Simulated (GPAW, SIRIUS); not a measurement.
This is a calculation of Mo for SIRIUS 7.10.0. 

File sirius.json:

```json
{
  "control": {
    "processing_unit": "cpu",
    "verbosity": 2,
    "num_bands_to_print": 14,
    "print_forces": true,
    "print_stress": true
  },
  "parameters": {
    "electronic_structure_method": "pseudopotential",
    "xc_functionals": ["XC_GGA_X_PBE", "XC_GGA_C_PBE"],
    "gk_cutoff": 9.0,
    "pw_cutoff": 18.0,
    "ngridk": [12, 12, 12],
    "shiftk": [0, 0, 0],
    "smearing": "fermi_dirac",
    "smearing_width": 0.0018374661,
    "num_bands": 14,
    "num_mag_dims": 0,
    "num_dft_iter": 100,
    "energy_tol": 1e-08,
    "density_tol": 1e-06
  },
  "iterative_solver": {
    "type": "davidson",
    "min_tolerance": 1e-09,
    "tolerance_scale": [0.1, 0.25]
  },
  "mixer": {
    "type": "anderson",
    "beta": 0.7,
    "max_history": 8
  },
  "settings": {
    "tol_ne": 1e-10,
    "pseudo_grid_cutoff": 6.5
  },
  "unit_cell": {
    "lattice_vectors": [
      [-2.992965190616, 2.992965190616, 2.992965190616],
      [2.992965190616, -2.992965190616, 2.992965190616],
      [2.992965190616, 2.992965190616, -2.992965190616]
    ],
    "atom_coordinate_units": "lattice",
    "atom_types": ["Mo"],
    "atom_files": {
      "Mo": "Mo.json"
    },
    "atoms": {
      "Mo": [
        [0.0, 0.0, 0.0]
      ]
    }
  }
}
```

Potentials or basis: SG15 1.2 PBE (norm-conserving).

Launch:

```sh
$ upf_to_json Mo_ONCV_PBE-1.2.upf
$ OMP_NUM_THREADS=1 sirius.scf --input=sirius.json --output=out.json --task=0
```

Translate it to GPAW 26.7.0. Potentials or basis there: GPAW PAW data sets (gpaw-data 1.2.1), cutoff 600 eV.

As run (cutoffs and basis follow the program's own potentials, and thresholds, step limits or extra output files can differ):

File run.py:

```python
from ase.io import read
from gpaw import PW
from gpaw.dft import DFT

atoms = read('POSCAR')

dft = DFT(atoms,
          mode=PW(600),
          xc='PBE',
          kpts={'size': (12, 12, 12), 'gamma': True},
          occupations={'name': 'fermi-dirac', 'width': 0.05},
          nbands=16,
          convergence={'density': 1e-05, 'energy': 1e-05},
          maxiter=150,
          txt='gpaw.txt')
print(f'Energy: {dft.calculate_energy():.6f} eV')
print('Forces (eV/A):')
print(dft.calculate_forces().round(4))
print('Stress (eV/A^3):', dft.calculate_stress().round(6))
dft.write_gpw_file('gs.gpw')
```

POSCAR

```
Mo
1.0
   -1.5838089719      1.5838089719      1.5838089719
    1.5838089719     -1.5838089719      1.5838089719
    1.5838089719      1.5838089719     -1.5838089719
Mo
1
Direct
    0.0000000000      0.0000000000      0.0000000000
```

Potentials or basis: GPAW PAW data sets (gpaw-data 1.2.1), pw.

Launch:

```bash
$ OMP_NUM_THREADS=1 python run.py
```

Both were run:

|  | SIRIUS | GPAW |
| --- | --- | --- |
| Pressure | -2.0 GPa | -2.2 GPa |

Pressure is positive in compression.
